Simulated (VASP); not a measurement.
A run of VASP 6.6.1 is set up as follows.

The input POSCAR:

```
AlN                                     
1.0
    3.1131018727      0.0000000000     -0.0000000000
   -1.5565509363      2.6960253063      0.0000000000
    0.0000000000      0.0000000000      4.9818131026
  Al              N             
     2     2
Direct
     0.3333333332999970    0.6666666667000030    0.9989855796670126
     0.6666666667000030    0.3333333332999970    0.4989855796670127
     0.3333333332999970    0.6666666667000030    0.3810144203329899
     0.6666666667000030    0.3333333332999970    0.8810144203329899
```

The input INCAR.step1:

```
SYSTEM = AlN
  ALGO = Normal
  EDIFF = 1E-8
  ENCUT = 520
  GGA = PE
  ISIF = 2
  ISMEAR = 0
  KPAR = 4
  LASPH = .TRUE.
  LCHARG = .FALSE.
  LEPSILON = .TRUE.
  LREAL = .FALSE.
  LWAVE = .FALSE.
  NELM = 80
  PREC = Accurate
  SIGMA = 0.03
```

KPOINTS.step1

```
Automatic mesh
0
G
  12 12 6
  0 0 0
```

Contents of INCAR.step2:

```
SYSTEM = AlN
  ALGO = Normal
  EDIFF = 1E-5
  ENCUT = 520
  GGA = PE
  ISIF = 2
  ISMEAR = 0
  KPAR = 4
  LASPH = .TRUE.
  LCHARG = .FALSE.
  LREAL = .FALSE.
  LWAVE = .TRUE.
  NBANDS = 16
  NELM = 80
  PREC = Accurate
  SIGMA = 0.03
```

The input KPOINTS.step2:

```
k-points
0
G
  6 6 4
  0 0 0
```

Contents of INCAR.step3:

```
SYSTEM = AlN
  AEXX = 0.2218
  ALGO = Normal
  EDIFF = 1E-7
  ENCUT = 520
  GGA = PE
  HFRCUT = -1
  ISIF = 2
  ISMEAR = 0
  ISTART = 1
  KPAR = 4
  LASPH = .TRUE.
  LCHARG = .FALSE.
  LHFCALC = .TRUE.
  LREAL = .FALSE.
  LWAVE = .FALSE.
  NBANDS = 16
  NELM = 80
  PREC = Accurate
  PRECFOCK = Fast
  SIGMA = 0.03
```

KPOINTS.step3

```
k-points
0
G
  6 6 4
  0 0 0
```

Contents of KPOINTS_OPT:

```
explicit points
6
Reciprocal
 0.0000000000  0.0000000000  0.0000000000 1
 0.0000000000  0.0000000000  0.5000000000 1
 0.3333333333  0.3333333333  0.5000000000 1
 0.3333333333  0.3333333333  0.0000000000 1
 0.5000000000  0.0000000000  0.5000000000 1
 0.5000000000  0.0000000000  0.0000000000 1
```

Potentials or basis: VASP PAW PBE potentials, release 64 (Al, N).

Launch:

```console
$ cat potpaw_PBE.64/Al/POTCAR potpaw_PBE.64/N/POTCAR > POTCAR
$ cp INCAR.step1 INCAR
$ cp KPOINTS.step1 KPOINTS
$ mpirun -np 4 vasp_std > vasp.out
$ cp INCAR.step2 INCAR
$ cp KPOINTS.step2 KPOINTS
$ mpirun -np 4 vasp_std > vasp.out
$ cp INCAR.step3 INCAR
$ cp KPOINTS.step3 KPOINTS
$ mpirun -np 4 vasp_std > vasp.out
```

(1) What does it give for the band gap on the k mesh?

(2) Estimate the pressure.

(3) Predict the band gap along the path.

## Answers

(1) 6.03 eV, direct.

(2) -1.2 GPa.

(3) 6.03 eV, direct.

Caveat: the PAW data sets were made with another functional, which shifts forces and pressure a little.

**What was measured.**

From “Self-assembly of well-separated AlN nanowires directly on sputtered metallic TiN films”, 2019, arxiv:1910.07391, for a bulk crystal of AlN at 10 K: band gap 6.034 eV (an exciton energy, a little under the gap).

A measured gap of AlN is 6.034 eV (an exciton energy, a little under the gap; 10 K; quoted in “Self-assembly of well-separated AlN nanowires directly on sputtered metallic TiN films”, 2019, arxiv:1910.07391); the calculated 6.03 eV misses it by -0.01 eV. 2 values of this kind are on record (6.034 to 6.0343 eV); this one was drawn at random. The value is that of PBE-EpsX, without temperature or zero-point motion.
